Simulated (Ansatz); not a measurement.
## SnO₂, space group I4_1/amd: a convergence test of the plane-wave cutoff

Run with Ansatz 0.2.0 through its Python package.

Contents of `sno2.cif`:
```cif
data_SnO2
_cell_length_a 5.852575
_cell_length_b 5.852575
_cell_length_c 5.852575
_cell_angle_alpha 140.03396
_cell_angle_beta 140.03396
_cell_angle_gamma 57.80174
_symmetry_space_group_name_H-M 'P 1'
_symmetry_Int_Tables_number 1
loop_
_symmetry_equiv_pos_as_xyz
'x, y, z'
loop_
_atom_site_label
_atom_site_type_symbol
_atom_site_fract_x
_atom_site_fract_y
_atom_site_fract_z
Sn1 Sn    0.750000    0.250000    0.500000
Sn2 Sn    0.000000    0.000000    0.000000
O3 O    0.796523    0.796523    0.000000
O4 O    0.953477    0.453477    0.500000
O5 O    0.203477    0.203477    0.000000
O6 O    0.546523    0.046523    0.500000
```

`sno2_ecut.py`:
```python
'''Cutoff test for SnO2.'''

import logging
import sys
import warnings

import ansatz as az
from ase.io import read
from tabulate import tabulate

logging.basicConfig(stream=sys.stdout, format='[%(levelname)s] %(message)s')
log = logging.getLogger('run')
log.setLevel(logging.INFO)


def main() -> None:
    warnings.simplefilter('ignore', az.DeckWarning)

    atoms = read('sno2.cif')
    crystal = az.Crystal.from_ase(atoms)

    calc = crystal.calculation()
    calc = calc.functional(az.Functional.PBESOL)
    calc = calc.kpoints(8, 8, 8)
    calc = calc.occupations(az.OccupationsMethod.FIXED).scf(tolerance=1e-10)

    rows = []
    for value in [300, 400, 500, 600, 700]:
        data = calc.basis(value).run(threads=1, backend='cpu').report
        rows.append((value, data['free_energy_ev'] / len(data['lattice']['sites']), data['n_iterations'], data['n_pw']))

    print(tabulate(rows, headers=['cutoff (eV)', 'F/atom (eV)', 'iterations', 'plane waves'], floatfmt='.4f', tablefmt='github'))

    # differences from the last row
    for row in rows[:-1]:
        shift = 1000 * (row[1] - rows[-1][1])
        log.info(f'{row[0]}: {shift:+.2f} meV/atom' + ('  (within 2 meV)' if abs(shift) < 2 else ''))


if __name__ == '__main__':
    main()
```

```console
$ python sno2_ecut.py
|   cutoff (eV) |   F/atom (eV) |   iterations |   plane waves |
|---------------|---------------|--------------|---------------|
|           300 |    -2356.7899 |            9 |           971 |
|           400 |    -2357.0963 |            8 |          1517 |
|           500 |    -2357.1095 |            9 |          2099 |
|           600 |    -2357.1099 |            8 |          2717 |
|           700 |    -2357.1101 |            8 |          3495 |
[INFO] 300: +320.25 meV/atom
[INFO] 400: +13.78 meV/atom
[INFO] 500: +0.64 meV/atom  (within 2 meV)
[INFO] 600: +0.21 meV/atom  (within 2 meV)
```

From 500 eV on it stays within 2 meV an atom of the value at 700 eV; the first row (300 eV) is off by 320.2 meV and the last but one by 0.21 meV. The energy falls steadily, as expected when plane waves are added. The last run costs about 3.1 times the first.

The structure comes from a database of computed cells and needn't be a stable or known phase. Shifts are counted from the last row, which is itself no proven limit. The script silences the warnings on its input, which a real study should read. Run time: 48 s on 1 thread of Arm Neoverse V2 (shared host), peak memory 0.64 GiB.
